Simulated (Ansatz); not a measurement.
**Structure relaxation of Ta**

These are results of Ansatz 0.2.0, DFT PBE, scalar-relativistic, plane waves, PAW, not measurements. Cutoff 420 eV, Γ-centred k mesh, Gaussian smearing, no spin polarisation in the final step.

The start is a database structure of Ta, space group Fm-3m (No. 225).

```xyz
1
Lattice="0.0000 2.0859 2.0859 2.0859 0.0000 2.0859 2.0859 2.0859 0.0000" Properties=species:S:1:pos:R:3 pbc="T T T"
Ta    0.0000    0.0000    0.0000
```

Steps on the 8×8×8 mesh (1 atom). 5 of 5 steps are shown, and the free energy counts from the last. Trial steps that were taken back and renewals of the plane-wave basis can be among the rows.

```
step  ΔF (meV/atom) V (Å³/atom) P (GPa)
   1           22.1        18.15     8.94
   2          102.3        20.89   -15.67
   3            0.7        19.06    -0.95
   4            0.3        18.97    -0.04
   5            0.0        18.97    -0.01
```

A final relaxation ran on a 22×22×22 mesh. The relaxed crystal, Fm-3m (No. 225):

```cif
data_structure
_symmetry_space_group_name_H-M 'Fm-3m'
_symmetry_Int_Tables_number 225
_cell_length_a 4.2233
_cell_length_b 4.2233
_cell_length_c 4.2233
_cell_angle_alpha 90.000
_cell_angle_beta 90.000
_cell_angle_gamma 90.000
_cell_volume 75.33
loop_
_atom_site_label
_atom_site_type_symbol
_atom_site_symmetry_multiplicity
_atom_site_Wyckoff_symbol
_atom_site_fract_x
_atom_site_fract_y
_atom_site_fract_z
_atom_site_occupancy
Ta1 Ta 4 a 0.00000 0.00000 0.00000 1
```

```
Volume per atom                    : 18.83 Å³
Density                            : 15.96 g/cm³
Energy over the standard structure : 0.24 eV/atom
Gap on the 22×22×22 mesh           : 0 eV (a metal)
```

Energies count from the standard state of Ta at the same level.

The final run used a 22×22×22 mesh on its 1-atom cell and 0.10 eV smearing. The k mesh leaves about 4 meV/atom of noise in metals. Spin–orbit coupling is left out.

A structure relaxed within its symmetry needn't be a true minimum.